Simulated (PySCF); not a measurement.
Species: C2H2Cl2.
Atom-mapped SMILES: `[Cl:1]/[CH:2]=[CH:3]\[Cl:4]` (hydrogens: H5 on C2; H6 on C3)

The same species was optimised twice, with GFN2-xTB and with PBE0-D3(BJ)/def2-SVP (PySCF), and the same property calculations (PySCF, gas phase) were run on both structures.

| coordinate | GFN2-xTB | PBE0-D3(BJ)/def2-SVP | change |
| --- | --- | --- | --- |
| C2–H5 (Å) | 1.078 | 1.092 | +0.014 |
| C3–H6 (Å) | 1.078 | 1.092 | +0.014 |
| C2=C3 (Å) | 1.325 | 1.334 | +0.009 |
| C3–Cl4 (Å) | 1.713 | 1.712 | -0.001 |
| Cl1–C2 (Å) | 1.712 | 1.712 | 0.000 |
| C3–C2–H5 (°) | 121.7 | 120.5 | -1.2 |
| C2–C3–H6 (°) | 121.7 | 120.5 | -1.2 |
| C2–C3–Cl4 (°) | 123.7 | 124.5 | +0.8 |
| Cl1–C2–C3 (°) | 123.7 | 124.5 | +0.8 |
| Cl1–C2–H5 (°) | 114.6 | 115.1 | +0.5 |
| Cl4–C3–H6 (°) | 114.7 | 115.0 | +0.3 |

Rotational constants: A = 11481, B = 2588, C = 2112 MHz (GFN2-xTB) against A = 11640, B = 2515, C = 2068 MHz (PBE0-D3(BJ)/def2-SVP). Point groups within 0.08 Å: C2v and C2v.

On the GFN2-xTB structure: HOMO (eV) -7.48 [PBE0/pcSseg-1]; LUMO (eV) -0.52 [PBE0/pcSseg-1]; dipole (D) 1.98 [PBE0/pcSseg-1]; GIAO shielding of Cl1/Cl4 (mean) (ppm) 746.2 [PBE0/pcSseg-1]; GIAO shielding of C2/C3 (mean) (ppm) 52.7 [PBE0/pcSseg-1].

Task: What do these properties become on the PBE0-D3(BJ)/def2-SVP structure?

Result: 
```json
{"property": "HOMO (eV)", "level": "PBE0/pcSseg-1", "on GFN2-xTB": "-7.48", "on PBE0-D3(BJ)/def2-SVP": "-7.46", "change": "+0.02"}
{"property": "LUMO (eV)", "level": "PBE0/pcSseg-1", "on GFN2-xTB": "-0.52", "on PBE0-D3(BJ)/def2-SVP": "-0.55", "change": "-0.03"}
{"property": "dipole (D)", "level": "PBE0/pcSseg-1", "on GFN2-xTB": "1.98", "on PBE0-D3(BJ)/def2-SVP": "1.95", "change": "-0.03"}
{"property": "energy, GFN2-xTB geometry as zero (kcal/mol)", "level": "PBE0/pcSseg-1", "on GFN2-xTB": "0.0", "on PBE0-D3(BJ)/def2-SVP": "-0.1", "change": "-0.1"}
{"property": "GIAO shielding of Cl1/Cl4 (mean) (ppm)", "level": "PBE0/pcSseg-1", "on GFN2-xTB": "746.2", "on PBE0-D3(BJ)/def2-SVP": "745.5", "change": "-0.7"}
{"property": "GIAO shielding of C2/C3 (mean) (ppm)", "level": "PBE0/pcSseg-1", "on GFN2-xTB": "52.7", "on PBE0-D3(BJ)/def2-SVP": "50.9", "change": "-1.8"}
```

The heavy atoms differ by 0.019 Å rms after alignment. Among all bonds C2–H5 and C3–H6 change most and about equally (+0.014 Å). Changes are differences of the printed values. Neither structure is proved a minimum here.
